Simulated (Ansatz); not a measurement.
# BN: strain and displacement

```
B N
1.0
     2.50399    0.00000    0.00000
    -1.25200    2.16852    0.00000
     0.00000    0.00000    6.66120
B N
2 2
Cartesian
  0.0000 1.4457 1.6653
  1.2520 0.7228 4.9959
  0.0000 1.4457 4.9959
  1.2520 0.7228 1.6653
```

Atom numbers follow the list: B1, B2, N3, N4.

The cell is COD entry 9008997, as deposited and not checked against the literature; nothing was relaxed.

All numbers below come from DFT, PBE, all-electron PAW with datasets made for the crystal, scalar-relativistic in Ansatz 0.2.0.

Settings: a Γ-centred 11×11×4 k mesh, Fermi–Dirac smearing of 0.02 eV, cutoff 580 eV (chosen by the program for this cell), no spin polarisation.

The unchanged cell is at 3.29 GPa.

Semilocal functionals give too small gaps.

x, y and z are the Cartesian axes of the cell as listed; fractional coordinates follow a strain, and an engineering shear is twice the off-diagonal strain component.

Vzz stands for the principal value of largest size of the field-gradient tensor, whatever its axis.

Task: One change gave: energy change +10 meV/atom; stress change (xx, yy, zz, yz, xz, xy) 0.29, 0.26, 0.06, -0.05, -0.05, 11.14 GPa, compression positive; change of the force on N3 (0.381, 0.028, -0.005) eV/Å; Vzz in 10²¹ V/m²: B1 2.90 → 2.89 (η = 0.08), N3 -0.16 → 0.61 (η = 0.48); gap on the k mesh 4.33 → 4.23 eV. Which change was it?
A. equal xy, yz and zx engineering shear strains of +3 %
B. equal xy, yz and zx engineering shear strains of -2 %
C. equal xy, yz and zx engineering shear strains of +2 %
D. equal xy, yz and zx engineering shear strains of -1 %
E. equal xy, yz and zx engineering shear strains of -3 %
F. equal xy, yz and zx engineering shear strains of +1 %

Result: E. For equal xy, yz and zx engineering shear strains of -1 %: energy change +1 meV/atom; stress change (xx, yy, zz, yz, xz, xy) 0.03, 0.03, 0.01, 0.02, 0.02, 3.73 GPa, compression positive; change of the force on N4 (-0.127, -0.003, 0.001) eV/Å; Vzz in 10²¹ V/m²: B1 2.90 → 2.90 (η = 0.03), N3 -0.16 → 0.26 (η = 0.26); gap on the k mesh 4.33 → 4.30 eV. For equal xy, yz and zx engineering shear strains of +2 %: energy change +4 meV/atom; stress change (xx, yy, zz, yz, xz, xy) 0.13, 0.12, 0.02, -0.15, -0.15, -7.51 GPa, compression positive; change of the force on N3 (-0.254, 0.013, -0.002) eV/Å; Vzz in 10²¹ V/m²: B1 2.90 → 2.90 (η = 0.06), N3 -0.16 → 0.44 (η = 0.27); gap on the k mesh 4.33 → 4.25 eV. For equal xy, yz and zx engineering shear strains of -2 %: energy change +4 meV/atom; stress change (xx, yy, zz, yz, xz, xy) 0.13, 0.11, 0.03, 0.01, 0.01, 7.44 GPa, compression positive; change of the force on N3 (0.254, 0.012, -0.002) eV/Å; Vzz in 10²¹ V/m²: B1 2.90 → 2.90 (η = 0.05), N3 -0.16 → 0.43 (η = 0.27); gap on the k mesh 4.33 → 4.26 eV. For equal xy, yz and zx engineering shear strains of +1 %: energy change +1 meV/atom; stress change (xx, yy, zz, yz, xz, xy) 0.03, 0.03, 0.01, -0.06, -0.06, -3.75 GPa, compression positive; change of the force on N3 (-0.127, 0.003, -0.001) eV/Å; Vzz in 10²¹ V/m²: B1 2.90 → 2.90 (η = 0.03), N3 -0.16 → 0.26 (η = 0.25); gap on the k mesh 4.33 → 4.30 eV. For equal xy, yz and zx engineering shear strains of +3 %: energy change +10 meV/atom; stress change (xx, yy, zz, yz, xz, xy) 0.31, 0.27, 0.05, -0.28, -0.28, -11.30 GPa, compression positive; change of the force on N3 (-0.381, 0.029, -0.005) eV/Å; Vzz in 10²¹ V/m²: B1 2.90 → 2.89 (η = 0.08), N3 -0.16 → 0.62 (η = 0.49); gap on the k mesh 4.33 → 4.20 eV.
